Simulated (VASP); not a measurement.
A run of VASP 6.6.1 is set up as follows.

INCAR

```
  PREC = Accurate
  ENCUT = 520
  EDIFF = 1E-6
  ISMEAR = 0
  SIGMA = 0.05
  LREAL = False
  LASPH = True
  NELM = 60
  ALGO = Normal
  ISIF = 2
  LWAVE = False
  LCHARG = True
  GGA = PS
  LELF = True
  LVHAR = True
  NBANDS = 26
```

The input KPOINTS:

```
regular mesh
0
Gamma
  10 10 6
```

Contents of POSCAR:

```
CdSe
1.0
    4.3017087156      0.0000000000      0.0000000000
   -2.1508543578      3.7253890274      0.0000000000
    0.0000000000      0.0000000000      7.0219832127
Cd Se
2 2
Direct
    0.6666666667      0.3333333333     -0.0003095309
    0.3333333333      0.6666666667      0.4996904691
    0.6666666667      0.3333333333      0.3753095309
    0.3333333333      0.6666666667      0.8753095309
```

Potentials or basis: VASP PAW PBE potentials, release 64 (Cd, Se).

Launch:

```sh
$ cat potpaw_PBE.64/Cd/POTCAR potpaw_PBE.64/Se/POTCAR > POTCAR
$ mpirun -np 1 vasp_std > vasp.out
```

Estimate the band gap on the k mesh.

0.54 eV, direct.

What does it give for the pressure?

0.3 GPa.

Caveat: the PAW data sets were made with another functional, which shifts forces and pressure a little.

**The experiment to reproduce.**

From a printed reference work, data compilation, for a bulk crystal of CdSe at 2 K: band gap 1.841 eV.

Measured gap of CdSe: 1.841 eV (2 K; a printed reference work, data compilation). This calculation gives 0.54 eV (-1.30 eV). So large a miss can be the level of theory's own, or it may mean another phase, state or a wrong row. Spin-orbit coupling on Cd, Se is left out. The value is that of PBEsol, without temperature or zero-point motion. Semilocal functionals fall short of measured gaps as a rule.
